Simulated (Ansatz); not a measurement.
This Br structure is the end of a relaxation. The cell was found from a structure generator's guess, not taken from experiment.

Level of theory: DFT PBE, scalar-relativistic, plane waves, PAW (Ansatz 0.2.0). Cutoff 420 eV, Γ-centred mesh, Gaussian smearing, no spin polarisation.

```cif
data_structure
_symmetry_space_group_name_H-M 'P 1'
_symmetry_Int_Tables_number 1
_cell_length_a 3.9920
_cell_length_b 3.9920
_cell_length_c 6.5667
_cell_angle_alpha 90.000
_cell_angle_beta 90.000
_cell_angle_gamma 120.000
_cell_volume 90.63
loop_
_atom_site_label
_atom_site_type_symbol
_atom_site_fract_x
_atom_site_fract_y
_atom_site_fract_z
_atom_site_occupancy
Br1 Br 0.00000 0.50000 0.33333 1
Br2 Br 0.50000 0.50000 0.66667 1
Br3 Br 0.50000 0.00000 0.00000 1
```

Energies count from the standard state of Br at the same level. The references include crystalline Br.

Problem. Find its symmetry and describe it.

Solution. P6_422 (No. 181). Conventional cell: a = 3.992 Å, c = 6.567 Å. Around Br lie 4 Br at 2.96 Å.

Problem. How far does it lie from the standard state of Br?

Solution. +0.44 eV/atom. It lies above the standard state, so it could only be metastable.

Problem. Is it a metal?

Solution. Yes, bands cross the Fermi level on the 12×12×8 mesh.

Problem. From what recipe could a structure generator have reached it?

Solution. One such recipe: 4-connected net of one element (P6_422, No. 181). Other recipes can lead to the same cell.

The last run used a 12×12×8 mesh (in the run's order of axes) for its 3-atom cell and Gaussian smearing of 0.10 eV. The cell is a metal run without spin; a magnetic state may lie lower. The reference form of Br is held partly by dispersion forces, which this level lacks. A structure relaxed within its symmetry needn't be a true minimum.
